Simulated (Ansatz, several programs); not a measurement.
BaS (started from an entry of an open crystallographic database), relaxed with r2SCAN in Ansatz (plane waves, PAW): it is cubic, Fm-3m (No. 225); a = 6.424 Å in the conventional setting, 33.14 Å³ an atom. Ba has 6 S at 3.21 Å; S has 6 Ba at 3.21 Å. The cell was then scaled with its shape and fractional coordinates held. The values are computed, spin-unpolarised, and not measurements.

| V (Å³/atom) | E (meV/atom) |
| --- | --- |
| 31.147 | 18.90 |
| 32.141 | 4.55 |
| 33.135 | 0.00 |
| 35.123 | 14.64 |

(1) Pass a cubic E = c₀ + c₁u + c₂u² + c₃u³, with u = V − 32.886 Å³, through these points.

(2) Where is the minimum, and what bulk modulus follows?

(3) Predict the energy and the pressure at the withheld volume, 34.129 Å³.

Results:

(1) c₀ = 0.30, c₁ = -2.280, c₂ = 4.423, c₃ = -0.2401 (meV and Å³).

(2) dE/du = 0 at u = +0.263, so V₀ = 33.15 Å³. B = V₀ d²E/dV² = 33.15 × (2c₂ + 6c₃u) = 33.15 × 8.466 = 281 meV/Å³, and 1 meV/Å³ is 0.16022 GPa: 45 GPa. A third-order Birch-Murnaghan fit to all five points gives 33.15 Å³ and 45 GPa.

(3) With u = +1.243: E ≈ 3.84 meV and P = −dE/dV ≈ -1.22 GPa. The run gives 3.78 meV and, from its stress, -1.21 GPa.
